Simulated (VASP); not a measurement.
# Cu (I4/mmm) in VASP: single point with PBE

Aim: the single point of Cu with PBE.

Everything below comes from runs of VASP 6.6.1. Logs are shortened: lines on timing, memory, paths and dates and some standing lists are left out, and cuts for length are marked.

### Step 1. The cell of the first run

It takes space group I4/mmm (No. 139, tetragonal). Conventional cell: a = 2.582 Å, b = 2.582 Å, c = 3.543 Å, α = 90.00°, β = 90.00°, γ = 90.00°. Cu (site symmetry 4/mmm) is surrounded by 12 Cu at 2.54 to 2.58 Å.

### Step 2. Single point, PBE (z stretched by -2 % at fixed volume)

Contents of INCAR:

```
SYSTEM = Cu
  PREC = Accurate
  ENCUT = 520
  EDIFF = 1E-6
  ISMEAR = -1
  SIGMA = 0.08
  LREAL = .FALSE.
  LASPH = .TRUE.
  NELM = 100
  ALGO = Fast
  ISIF = 2
  LWAVE = .FALSE.
  LCHARG = .FALSE.
  GGA = PE
  NBANDS = 12
```

Contents of KPOINTS:

```
Automatic mesh
0
G
  19 19 19
  0 0 0
```

Contents of POSCAR:

```
Cu
1.0
    0.0000000000      1.8258507244      1.7713500000
    1.8258507244      0.0000000000      1.7713500000
    1.8258507244      1.8258507244      0.0000000000
Cu
1
Direct
    0.0000000000      0.0000000000      0.0000000000
```

Potentials or basis: VASP PAW PBE potentials, release 64 (Cu).

Command:

```
$ cat potpaw_PBE.64/Cu/POTCAR > POTCAR
$ mpirun -np 1 vasp_std > vasp.out
```

OUTCAR:

```text
SYSTEM = Cu
   PREC = Accurate
   ENCUT = 520
   EDIFF = 1E-6
   ISMEAR = -1
   LREAL = .FALSE.
   LASPH = .TRUE.
   NELM = 100
   ISIF = 2
   GGA = PE

 ion  position               nearest neighbor table
   1  0.000  0.000  0.000-

  LATTYP: Found a body centered tetragonal cell.
 ALAT       =     2.5821428573
 C/A-ratio  =     1.3719999999

  Lattice vectors:

 A1 = (   0.0000000000,  -1.8258507244,  -1.7713500000)
 A2 = (   0.0000000000,   1.8258507244,  -1.7713500000)
 A3 = (   1.8258507244,   0.0000000000,   1.7713500000)

Analysis of symmetry for initial positions (statically):
=====================================================================
 Subroutine PRICEL returns:
 Original cell was already a primitive cell.

 Routine SETGRP: Setting up the symmetry group for a
 body centered tetragonal supercell.

 Subroutine GETGRP returns: Found 16 space group operations
 (whereof 16 operations were pure point group operations)
 out of a pool of 16 trial point group operations.

The static configuration has the point symmetry D_4h.

Analysis of symmetry for dynamics (positions and initial velocities):
=====================================================================
 Subroutine PRICEL returns:
 Original cell was already a primitive cell.

 Routine SETGRP: Setting up the symmetry group for a
 body centered tetragonal supercell.

 Subroutine GETGRP returns: Found 16 space group operations
 (whereof 16 operations were pure point group operations)
 out of a pool of 16 trial point group operations.

The dynamic configuration has the point symmetry D_4h.

 Subroutine INISYM returns: Found 16 space group operations
 (whereof 16 operations are pure point group operations),
 and found     1 'primitive' translations

----------------------------------------------------------------------------------------

                                     Primitive cell

  volume of cell :      11.8104

  direct lattice vectors                    reciprocal lattice vectors
     0.000000000  1.825850724  1.771350000    -0.273844950  0.273844950  0.282270585
     1.825850724  0.000000000  1.771350000     0.273844950 -0.273844950  0.282270585
     1.825850724  1.825850724  0.000000000     0.273844950  0.273844950 -0.282270585

  length of vectors
     2.543896950  2.543896950  2.582142857     0.479227291  0.479227291  0.479227291

  position of ions in fractional coordinates (direct lattice)
     0.000000000  0.000000000  0.000000000

  ion indices of the primitive-cell ions
   primitive index   ion index
                 1           1

----------------------------------------------------------------------------------------

 KPOINTS: Automatic mesh

Automatic generation of k-mesh.
 Grid dimensions read from file:
 generate k-points for:   19   19   19

 Generating k-lattice:

  Cartesian coordinates                     Fractional coordinates (reciprocal lattice)
    -0.014412892  0.014412892  0.014856347     0.052631579  0.000000000  0.000000000
     0.014412892 -0.014412892  0.014856347     0.000000000  0.052631579  0.000000000
     0.014412892  0.014412892 -0.014856347     0.000000000  0.000000000  0.052631579

  Length of vectors
     0.025222489  0.025222489  0.025222489

  Shift w.r.t. Gamma in fractional coordinates (k-lattice)
     0.000000000  0.000000000  0.000000000

 Subroutine IBZKPT returns following result:
 ===========================================

 Found    550 irreducible k-points:

 Following reciprocal coordinates:
            Coordinates               Weight
  0.000000  0.000000  0.000000      1.000000
  0.052632 -0.000000  0.000000      8.000000
  0.105263 -0.000000  0.000000      8.000000
  0.157895 -0.000000  0.000000      8.000000
  0.210526 -0.000000  0.000000      8.000000
  0.263158  0.000000  0.000000      8.000000
[... 16 lines left out ...]
 -0.315789  0.052632  0.000000      8.000000
 -0.263158  0.052632  0.000000      8.000000
 [... further k-points ...]
   k-points           NKPTS =    550   k-points in BZ     NKDIM =    550   number of bands    NBANDS=     12
   number of dos      NEDOS =    301   number of ions     NIONS =      1
   total plane-waves  NPLWV =   8000
   dimension x,y,z NGX =    20 NGY =   20 NGZ =   20
   dimension x,y,z NGXF=    40 NGYF=   40 NGZF=   40
   ions per type =               1
   NGX,Y,Z   is equivalent  to a cutoff of  13.07, 13.07, 12.88 a.u.
   NGXF,Y,Z  is equivalent  to a cutoff of  26.14, 26.14, 25.75 a.u.
 SYSTEM =  Cu
   PREC   = accura    normal or accurate (medium, high low for compatibility)
   ISTART =      0    job   : 0-new  1-cont  2-samecut
   ICHARG =      2    charge: 1-file 2-atom 10-const
   ISPIN  =      1    spin polarized calculation?
   LNONCOLLINEAR =      F non collinear calculations
   LSORBIT =      F    spin-orbit coupling
   LASPH  =      T    aspherical Exc in radial PAW
   ENCUT  =  520.0 eV  38.22 Ry    6.18 a.u.   4.73  4.73  4.80*2*pi/ulx,y,z
   NELM   =    100;   NELMIN=  2; NELMDL= -5     # of ELM steps
   EDIFF  = 0.1E-05   stopping-criterion for ELM
   LREAL  =      F    real-space projection
   EDIFFG = 0.1E-04   stopping-criterion for IOM
   NSW    =      0    number of steps for IOM
   IBRION =     -1    ionic relax: 0-MD 1-quasi-New 2-CG
   NFREE  =      0    steps in history (QN), initial steepest desc. (CG)
   ISIF   =      2    stress and relaxation
   ISYM   =      2    0-nonsym 1-usesym 2-fastsym
   POTIM  = 0.5000    time-step for ionic-motion
   TEBEG  =    0.0;   TEEND  =   0.0 temperature during run
   PSTRESS=    0.0 pullay stress
   NELECT =      11.0000    total number of electrons
   NUPDOWN=      -1.0000    fix difference up-down
   EMIN   =  10.00;   EMAX   =-10.00  energy-range for DOS
   EFERMI =   0.00;   METHOD = LEGACY
   ISMEAR =    -1;   SIGMA  =   0.08  broadening in eV -4-tet -1-fermi 0-gaus
   EFERMI_NEDOS =   21; number of points for ismear=-14 and -15
   IALGO  =     68    algorithm
   IMIX   =      4    mixing-type and parameters
     AMIX     =   0.40;   BMIX     =  1.00
     AMIX_MAG =   1.60;   BMIX_MAG =  1.00
  volume/ion in A,a.u.               =      11.81        79.70
  Fermi-wavevector in a.u.,A,eV,Ry     =   1.598763  3.021224 34.777078  2.556043
  Thomas-Fermi vector in A             =   2.696162
   LORBIT       =      0    0 simple, 1 ext, 2 COOP (PROOUT), +10 PAW based schemes
   GGA     = PE    functional components
   LHFCALC =     F    Hartree Fock is set to
   AEXX    =    0.0000 exact exchange contribution
   IVDW    =     0    specifies the selected vdW correction
   LEPSILON=     F    determine dielectric tensor
   LRPA    =     F    only Hartree local field effects (RPA)
 non-spin polarized calculation
 RMM-DIIS sequential band-by-band and
  energy-cutoff  :      520.00
  volume of cell :       11.81
 maximum number of plane-waves:       327
   NGX =  9   NGY =  9   NGZ =  9

 number of electron      11.0000005 magnetization

 Free energy of the ion-electron system (eV)
  ---------------------------------------------------
  ext. energy  EPLUGINS =         0.00000000
  ---------------------------------------------------
  free energy    TOTEN  =        -3.72746651 eV

  energy without entropy =       -3.72046146  energy(sigma->0) =       -3.72396398

 E-fermi :   7.6235     XC(G=0): -12.7265

 val. band max:        7.5964243402   @ k =  -0.3158   0.2105   0.0526
 cond. band min:       7.6561618829   @ k =  -0.3684   0.0000   0.1579
 fundamental gap:      0.0597375427
 Fermi energy:         7.6234883860

 k-point     1 :       0.0000    0.0000    0.0000
  band No.  band energies     occupation
      1      -1.7659      2.00000
      2       4.5070      2.00000
      3       4.5070      2.00000
      4       4.6499      2.00000
      5       5.3006      2.00000
      6       5.4429      2.00000
      7      30.1975      0.00000
      8      32.7921      0.00000
      9      32.7921      0.00000
     10      32.9160      0.00000
     11      35.2708      0.00000
     12      35.3557      0.00000

 k-point     2 :       0.0526   -0.0000    0.0000
  band No.  band energies     occupation
      1      -1.6648      2.00000
      2       4.4984      2.00000
      3       4.5263      2.00000
      4       4.6560      2.00000
      5       5.2946      2.00000
      6       5.4337      2.00000
      7      29.6319      0.00000
      8      31.5351      0.00000
      9      32.4448      0.00000
     10      32.5548      0.00000
     11      35.7692      0.00000
     12      35.8370      0.00000

 k-point     3 :       0.1053   -0.0000    0.0000
  band No.  band energies     occupation
      1      -1.3646      2.00000
      2       4.4578      2.00000
      3       4.5764      2.00000
      4       4.6885      2.00000
      5       5.2839      2.00000
      6       5.4119      2.00000
      7      27.4113      0.00000
      8      30.9063      0.00000
      9      31.7848      0.00000
     10      31.9600      0.00000
     11      36.7970      0.00000
     12      37.0528      0.00000

 k-point     4 :       0.1579   -0.0000    0.0000
  band No.  band energies     occupation
      1      -0.8754      2.00000
      2       4.3869      2.00000
      3       4.6320      2.00000
      4       4.7416      2.00000
      5       5.2919      2.00000
      6       5.3969      2.00000
      7      24.6941      0.00000
      8      30.6278      0.00000
      9      31.1291      0.00000
     10      31.4137      0.00000
     11      36.9877      0.00000
     12      37.3715      0.00000

 k-point     5 :       0.2105   -0.0000    0.0000
  band No.  band energies     occupation
      1      -0.2191      2.00000
      2       4.3191      2.00000
      3       4.6562      2.00000
      4       4.7775      2.00000
      5       5.3516      2.00000
      6       5.4200      2.00000
      7      21.9934      0.00000
      8      30.2557      0.00000
      9      30.5578      0.00000
     10      31.0015      0.00000
     11      36.3813      0.00000
     12      36.7411      0.00000
[... 228 lines left out ...]
      1       2.4765      2.00000
      2       4.4934      2.00000
      3       4.5757      2.00000
      4       5.4238      2.00000
      5       5.8851      2.00000
      6       6.5084      2.00000
      7      12.3898      0.00000
      8      28.0231      0.00000
      9      28.9367      0.00000
     10      29.1833      0.00000
     11      32.7013      0.00000
     12      34.4805      0.00000

 k-point    22 :      -0.3684    0.0526    0.0000
  band No.  band energies     occupation
      1       2.2071      2.00000
      2       4.5330      2.00000
      3       4.6193      2.00000
      4       4.9417      2.00000
      5       5.7546      2.00000
      6       6.0601      2.00000
      7      14.1778      0.00000
      8      27.8788      0.00000
      9      29.2423      0.00000
     10      29.9576      0.00000
     11      32.6415      0.00000
     12      34.7897      0.00000

 k-point    23 :      -0.3158    0.0526    0.0000
  band No.  band energies     occupation
      1       1.6539      2.00000
      2       4.4792      2.00000
      3       4.5903      2.00000
      4       4.6816      2.00000
      5       5.5893      2.00000
      6       5.8391      2.00000
      7      16.3320      0.00000
      8      27.8237      0.00000
      9      29.7804      0.00000
     10      30.8200      0.00000
     11      32.8570      0.00000
     12      35.0607      0.00000

 k-point    24 :      -0.2632    0.0526    0.0000
  band No.  band energies     occupation
      1       0.8869      2.00000
      2       4.2869      2.00000
      3       4.6510      2.00000
      4       4.7416      2.00000
      5       5.4178      2.00000
      6       5.6797      2.00000
      7      18.7122      0.00000
      8      27.9064      0.00000
      9      30.4429      0.00000
     10      31.5890      0.00000
     11      33.5032      0.00000
     12      35.2261      0.00000

 [... further k-points ...]

------------------------ aborting loop because EDIFF is reached ----------------------------------------

  FORCE on cell =-STRESS in cart. coord.  units (eV):
  Direction    XX          YY          ZZ          XY          YZ          ZX
  --------------------------------------------------------------------------------------
  -------------------------------------------------------------------------------------
  Total        0.1294946      0.1294946      0.2191477      0.0000000      0.0000000      0.0000000
  in kB       17.5669867     17.5669867     29.7291508      0.0000000      0.0000000      0.0000000
  external PRESSURE =      21.6210414 kB  Pullay stress =       0.0000000 kB

 VOLUME and BASIS-vectors are now :
 -----------------------------------------------------------------------------
  energy-cutoff  :      520.00
  volume of cell :       11.81
      direct lattice vectors                 reciprocal lattice vectors
     0.000000000  1.825850724  1.771350000    -0.273844950  0.273844950  0.282270585
     1.825850724  0.000000000  1.771350000     0.273844950 -0.273844950  0.282270585
     1.825850724  1.825850724  0.000000000     0.273844950  0.273844950 -0.282270585

 POSITION                                       TOTAL-FORCE (eV/Angst)
 -----------------------------------------------------------------------------------
      0.00000      0.00000      0.00000        -0.000000      0.000000      0.000000
 -----------------------------------------------------------------------------------
    total drift:                                0.000000      0.000000      0.000000

  FREE ENERGIE OF THE ION-ELECTRON SYSTEM (eV)
  ---------------------------------------------------
  free  energy   TOTEN  =        -3.7274665081 eV

  energy  without entropy=       -3.7204614557  energy(sigma->0) =       -3.72396398
```

Wall time 32 s (1 thread of Intel Xeon 6975P-C (Granite Rapids), shared host); peak memory 0.19 GiB.

Results:

```yaml
Free_energy: -3.7275 eV
Pressure: 2.2 GPa
Band_gap_on_the_k_mesh: none (metal or under the smearing width)
```

Stress tensor (GPa, compression positive):
```
1.76 0.00 0.00
0.00 1.76 0.00
0.00 0.00 2.97
```
